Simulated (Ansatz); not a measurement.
BeTe under changes of volume

One of the cells (21.254 Å³/atom); the others are scaled copies at fixed shape and fractional positions:

```
CELL_PARAMETERS angstrom
0.00000 2.77000 2.77000
2.77000 0.00000 2.77000
2.77000 2.77000 0.00000
ATOMIC_POSITIONS crystal
Te 0.75000 0.75000 0.75000
Be 0.00000 0.00000 0.00000
```

- Program: Ansatz 0.2.0
- Functional: m-r2SCAN
- Potentials or basis: Ansatz PAW
- Cutoff: 500 eV (not typed: the program's choice for these potentials)
- k mesh: 8 × 8 × 8
- Occupations: fermi-dirac, width 0.05 eV
- Spin: no spin polarisation

```csv
volume (Å³/atom),energy over the lowest point (meV/atom),pressure (GPa),gap on the mesh (eV)
19.979,70.49,9.4,2.04
20.404,?,?,?
20.829,30.37,5.8,2.16
21.254,17.12,4.2,2.22
21.679,7.88,2.8,2.27
22.104,2.28,1.5,2.32
22.529,0.00,0.3,2.36
```

Problem. What does the run at 20.404 Å³/atom give?

Solution. Energy over the lowest point 48.01 meV/atom; pressure 7.5 GPa; gap on the mesh 2.10 eV.

Worked out: A Birch-Murnaghan fit of order 3 (a polynomial in V^(-2/3)) to the other rows has its minimum at 22.63 Å³/atom, just outside them, with B0 = V·E''(V) = 59 GPa and B' = 3.9. It gives 48.01 meV/atom at 20.404 Å³/atom, against the run's 48.01, and -dE/dV = 7.5 GPa, against 7.5. A straight line through the other rows of the gap, of slope 2.69 eV per unit of ln V, gives 2.10 eV, against the run's 2.10.

Energies are extrapolated to zero smearing.

Caveats: spin-orbit coupling is left out, which moves the levels of the heavy elements; the PAW data sets come from PBE, with cores solved anew for the run's functional, which leaves a small shift of forces and pressure.

A mesh can miss the band edges.
